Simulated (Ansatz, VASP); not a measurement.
**One calculation of CoO, two programs**

File INCAR:

```
SYSTEM = CoO
PREC = Accurate ; ENCUT = 520
EDIFF = 1E-6 ; ISMEAR = 0
SIGMA = 0.1 ; LREAL = .False.
LASPH = .True. ; NELM = 150
ALGO = Normal ; ISIF = 2
LWAVE = .False. ; LCHARG = .True.
ISPIN = 2 ; MAGMOM = -2.3 2.3 0.18 -0.18
LORBIT = 11 ; LMAXMIX = 4
GGA = PS ; LELF = .True.
LVHAR = .True. ; NBANDS = 27
```

KPOINTS

```
regular mesh
0
Gamma
  1 1 1
  0 0 0
```

File POSCAR:

```
CoO
1.0
    3.1976457435      0.0000000000      0.0000000000
   -1.5988228718      2.7692424462      0.0000000000
    0.0000000000      0.0000000000      5.2287097100
Co O
2 2
Direct
    0.0000000000      0.0000000000      0.0034741400
    0.3333333333      0.6666666667      0.5033624100
    0.0000000000      0.0000000000      0.3716088500
    0.3333333333      0.6666666667      0.8715556000
```

Input for Ansatz:

```yaml
crystal:
  lattice:
    - [3.1976457435, 0.0, 0.0]
    - [-1.5988228718, 2.7692424462, 0.0]
    - [0.0, 0.0, 5.22870971]
  atoms:
    - { symbol: Co, position: [0.0, 0.0, 0.00347414], spin: -2.3 }
    - { symbol: Co, position: [0.3333333333, 0.6666666667, 0.50336241], spin: 2.3 }
    - { symbol: O, position: [0.0, 0.0, 0.37160885], spin: 0.18 }
    - { symbol: O, position: [0.3333333333, 0.6666666667, 0.8715556], spin: -0.18 }
basis:
  ecutwfc: 420
kpoints:
  mp_grid: { grid: [1, 1, 1] }
hamiltonian:
  xc: pbesol
scf:
  occupations: { method: gaussian, width: 0.1 }
output:
  forces: true
  stress: true
  eigenvalues: true
  populations: true
magnetization:
  spin_polarized: true
```

Alike in both runs: task single point; functional PBEsol; k mesh 1 × 1 × 1; occupations gaussian, width 0.1 eV; collinear spin.

|  | VASP | Ansatz |
| --- | --- | --- |
| version | VASP 6.6.1 | Ansatz 0.2.0 |
| potentials or method | VASP PAW PBE potentials, release 64 (Co, O) | scalar-relativistic, plane waves, PAW |
| plane-wave cutoff (eV) | 520 | 420 |
| valence electrons in the cell | 30 | 46 |

```tsv
	VASP	Ansatz	Ansatz less VASP
pressure (GPa)	-7.1	-7.2	-0.04
largest component of the traceless stress (GPa)	9.84	10.27	+0.426
rms of the force components (eV/Å)	1.488	1.476	-0.0123
net moment per atom (μB)	0.00	0.50	+0.500
size of the moment on the site where the two differ most (μB)	1.77	1.33	-0.450
```

The net moments differ so much that the two runs ended in different magnetic states, which moves the other rows too. Site moments also hang on the region over which each program counts them. Atom by atom the forces differ by 0.065 eV/Å (rms over components). The two sets of potentials don't hold the same shells in valence. Ansatz warned: «seeded_moment_not_kept».

Caveats: the k mesh is coarse (spacing up to 2.27 Å⁻¹), so the values aren't converged; the PAW data sets were made with another functional, which shifts forces and pressure a little (VASP); an odd mesh through Γ misses points on the zone boundary, where band edges often lie.
